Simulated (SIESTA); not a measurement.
A run of SIESTA 5.4.2:

File TiB2.fdf:

```
SystemName                      TiB2
SystemLabel                     TiB2
NumberOfSpecies                 2
NumberOfAtoms                   3
%block ChemicalSpeciesLabel
  1  22 Ti
  2   5 B
%endblock ChemicalSpeciesLabel

LatticeConstant                 1.0 Ang
%block LatticeVectors
     3.0292000000     0.0000000000     0.0000000000
    -1.5146000000     2.6233641531     0.0000000000
     0.0000000000     0.0000000000     3.2284000000
%endblock LatticeVectors
AtomicCoordinatesFormat         Ang
%block AtomicCoordinatesAndAtomicSpecies
     0.0000000000     0.0000000000     0.0000000000  1
     1.5146000002     0.8744547176     1.6142000000  2
    -0.0000000002     1.7489094355     1.6142000000  2
%endblock AtomicCoordinatesAndAtomicSpecies

%block kgrid.MonkhorstPack
   10   0   0  0.0
    0  10   0  0.0
    0   0   8  0.0
%endblock kgrid.MonkhorstPack
XC.Functional                   GGA
XC.Authors                      PBE
PAO.BasisSize                   DZP
PAO.EnergyShift                 0.003 Ry
Mesh.Cutoff                     800 Ry
OccupationFunction              FD
ElectronicTemperature           0.05 eV
MaxSCFIterations                120
SCF.MustConverge                false
SCF.Mixer.Method                Pulay
SCF.Mixer.Weight                0.25
SCF.Mixer.History               8
SCF.DM.Tolerance                5.0e-05
SCF.H.Tolerance                 1.0e-03 eV
WriteForces                     true
Charge.Mulliken                 end
Charge.Hirshfeld                end
Charge.Voronoi                  end
SaveRho                         true
SaveElectrostaticPotential      true
%block PAO.Basis
  Ti 5
  n=3 0 2
    3.144 0.000
  n=4 0 2
    8.756 0.000
  n=3 1 2
    3.568 0.000
  n=4 1 1
    8.756
  n=3 2 2
    6.267 0.000
%endblock PAO.Basis
```

Potentials or basis: PseudoDojo 0.4 standard (PBE files), DZP (energy shift 0.003 Ry; two zetas on semicore shells).

Command:

```sh
$ siesta TiB2.fdf > TiB2.out 2>&1
```

Hardware: 1 thread of Arm Neoverse V2 (shared host).

Question: How long does it take, and how much memory?

Answer: Wall time 2.7 min on 1 thread of Arm Neoverse V2 (shared host), peak memory 0.42 GiB. Counts: scf iterations 9, k points 449, bands 49.
